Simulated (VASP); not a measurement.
# InAs (F-43m) in VASP: notebook, part 2 of 2

VASP 6.6.1. The steps go on from the part before.

### Step 3. Phonons, PBE

This run uses another cell than the first one, of 25.85 Å³/atom, 0.912 times its volume.

Contents of INCAR:

```
SYSTEM = InAs
ALGO     = Fast           ! electronic algorithm
EDIFF    = 1E-8           ! SCF threshold, eV
ENCUT    = 520            ! plane-wave cutoff, eV
GGA      = PE             ! functional
IBRION   = 8              ! ionic algorithm
ISIF     = 2              ! what is computed and relaxed
ISMEAR   = 0              ! smearing method
LASPH    = .TRUE.         ! aspherical terms in the spheres
LCHARG   = .TRUE.         ! write CHGCAR
LREAL    = .FALSE.        ! projectors in reciprocal space
LWAVE    = .FALSE.        ! write WAVECAR
NBANDS   = 16             ! bands
NELM     = 100            ! most SCF steps
NSW      = 1              ! ionic steps
PREC     = Accurate       ! precision mode
SIGMA    = 0.02           ! smearing width, eV
```

Contents of KPOINTS:

```
k-points
0
G
  12 12 12
  0 0 0
```

Contents of POSCAR:

```
InAs
1.0
    0.0000000000      2.9566069232      2.9566069232
    2.9566069232      0.0000000000      2.9566069232
    2.9566069232      2.9566069232      0.0000000000
In As
1 1
Direct
    0.0000000000      0.0000000000      0.0000000000
    0.2500000000      0.2500000000      0.2500000000
```

Potentials or basis: VASP PAW PBE potentials, release 64 (In_d, As).

Run with:

```sh
> cat potpaw_PBE.64/In_d/POTCAR potpaw_PBE.64/As/POTCAR > POTCAR
> mpirun -np 1 vasp_std > vasp.out
```

OUTCAR:

```text
SYSTEM = InAs
   EDIFF = 1E-8
   ENCUT = 520
   GGA = PE
   IBRION = 8
   ISIF = 2
   ISMEAR = 0
   LASPH = .TRUE.
   LREAL = .FALSE.
   NELM = 100
   NSW = 1
   PREC = Accurate

 ion  position               nearest neighbor table
   1  0.000  0.000  0.000-   2 2.56   2 2.56   2 2.56   2 2.56
   2  0.250  0.250  0.250-   1 2.56   1 2.56   1 2.56   1 2.56

  LATTYP: Found a face centered cubic cell.
 ALAT       =     5.9132138464

  Lattice vectors:

 A1 = (   0.0000000000,   2.9566069232,   2.9566069232)
 A2 = (   2.9566069232,   0.0000000000,   2.9566069232)
 A3 = (   2.9566069232,   2.9566069232,   0.0000000000)

Analysis of symmetry for initial positions (statically):
=====================================================================
 Subroutine PRICEL returns:
 Original cell was already a primitive cell.

 Routine SETGRP: Setting up the symmetry group for a
 face centered cubic supercell.

 Subroutine GETGRP returns: Found 24 space group operations
 (whereof 24 operations were pure point group operations)
 out of a pool of 48 trial point group operations.

The static configuration has the point symmetry T_d .

Analysis of symmetry for dynamics (positions and initial velocities):
=====================================================================
 Subroutine PRICEL returns:
 Original cell was already a primitive cell.

 Routine SETGRP: Setting up the symmetry group for a
 face centered cubic supercell.

 Subroutine GETGRP returns: Found 24 space group operations
 (whereof 24 operations were pure point group operations)
[... 643 lines left out ...]
    total drift:                               -0.000000     -0.000000      0.000000

  FREE ENERGIE OF THE ION-ELECTRON SYSTEM (eV)
  ---------------------------------------------------
  free  energy   TOTEN  =        -7.5285879606 eV

  energy  without entropy=       -7.5285879606  energy(sigma->0) =       -7.52858796

[... ionic steps 2 to 3 ...]

--------------------------------------- Ionic step        4  -------------------------------------------

------------------------ aborting loop because EDIFF is reached ----------------------------------------

[... ionic steps 5 to 6 ...]

--------------------------------------- Ionic step        7  -------------------------------------------

 Free energy of the ion-electron system (eV)
  ---------------------------------------------------
  ---------------------------------------------------
  free energy    TOTEN  =        -0.04558910 eV

  energy without entropy =       -0.04558910

------------------------ aborting loop because EDIFF is reached ----------------------------------------

 INTERNAL STRAIN TENSOR  FOR ION    2  DIRECTION 1   (eV/Angst):
 -----------------------------------------------------------------------------
     0.00672  0.00000  0.00000
     0.00000 -0.00266-11.56894
     0.00000-11.56894 -0.00266

 INTERNAL STRAIN TENSOR FOR ION    2 for displacements in x,y,z  (eV/Angst):
          X           Y           Z          XY          YZ          ZX
  --------------------------------------------------------------------------------
  x     0.00000    -0.00000    -0.00000     0.00000   -11.56894     0.00000
  y     0.00000     0.00000     0.00000     0.00000     0.00000   -11.56894
  z    -0.00000    -0.00000     0.00000   -11.56894     0.00000     0.00000

 SECOND DERIVATIVES (NOT SYMMETRIZED)
 ------------------------------------
               1X          1Y          1Z          2X          2Y          2Z
  1X    -9.500741    0.000000    0.000000    9.500741    0.000000    0.000000
  1Y     0.000000   -9.500741    0.000000    0.000000    9.500741    0.000000
  1Z     0.000000    0.000000   -9.500741    0.000000    0.000000    9.500741
  2X     9.480063    0.000000    0.000000   -9.480063    0.000000    0.000000
  2Y     0.000000    9.480063    0.000000    0.000000   -9.480063    0.000000
  2Z     0.000000    0.000000    9.480063    0.000000    0.000000   -9.480063

 Eigenvectors and eigenvalues of the dynamical matrix
 ----------------------------------------------------

   1 f  =    7.151738 THz    44.935698 2PiTHz  238.556315 cm-1    29.577200 meV
             X         Y         Z           dx          dy          dz
      0.000000  0.000000  0.000000    -0.628795    0.000000    0.000000
      1.478303  1.478303  1.478303     0.777571    0.000000    0.000000
[... 21 lines left out ...]
   6 f/i=    0.003809 THz     0.023936 2PiTHz    0.127070 cm-1     0.015755 meV
             X         Y         Z           dx          dy          dz
      0.000000  0.000000  0.000000     0.444882   -0.225358   -0.596582
      1.478303  1.478303  1.478303     0.359761   -0.182240   -0.482436

--------------------------------------------------------------------------------------------------------

 ELASTIC MODULI CONTR FROM IONIC RELAXATION (kBar)
 Direction    XX          YY          ZZ          XY          YZ          ZX
 --------------------------------------------------------------------------------
 XX          -0.0000      0.0000      0.0000     -0.0000      0.0000      0.0000
 YY           0.0000     -0.0000     -0.0000     -0.0000     -0.0000      0.0000
 ZZ           0.0000     -0.0000     -0.0000      0.0000     -0.0000      0.0000
 XY          -0.0000     -0.0000      0.0000   -431.8815      0.0000      0.0000
 YZ           0.0000     -0.0000     -0.0000      0.0000   -431.8815      0.0000
 ZX           0.0000      0.0000      0.0000      0.0000      0.0000   -431.8815
 --------------------------------------------------------------------------------
```

It took 3.8 min on 1 thread of Intel Xeon 6975P-C (Granite Rapids), shared host; peak memory 0.59 GiB.

What came out:

```yaml
Highest_phonon_frequency_at_Γ_LO-TO_splitting_left_out: 239 cm⁻¹
```

Phonon frequencies in cm⁻¹ (negative: imaginary):
```
              q point        frequencies
(0.000, 0.000, 0.000)  0 0 0 239 239 239
```

Caveat: the atoms weren't relaxed first, which shifts response properties.
